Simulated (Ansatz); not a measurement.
This input was given to a development build of Ansatz:

```yaml
crystal:
  lattice:
    - [0.0, 2.27344793, 2.27344793]
    - [2.27344793, 0.0, 2.27344793]
    - [2.27344793, 2.27344793, 0.0]
  atoms:
    - { symbol: Ca, position: [0, 0, 0] }
    - { symbol: O, position: [0.525, 0.5, 0.485] }
basis:
  precision: f64
  xc_grid: 2
kpoints:
  mp_grid: { grid: [1, 1, 1], shift: [0.5, 0.5, 0.5] }
hamiltonian:
  xc: pbe
  dispersion: none
  pseudopotentials: { kind: nc }
magnetization:
  spin_polarized: false
scf:
  lower_state_search: "off"
  max_iter: 200
  occupations: { method: fixed }
  convergence: { dr2_threshold: "1e-10 eV" }
output:
  eigenvalues: true
  active_space: { bands: [v7, v1], virtuals_per_pair: 30, interaction: periodic }
```

The input is rewritten from the run's settings.

Question: The program stopped without a result. What is wrong?

Answer: Active-space Hamiltonians are refused on norm-conserving files that carry a model core charge. The cure is PAW or all-electron datasets, or files without a model core.
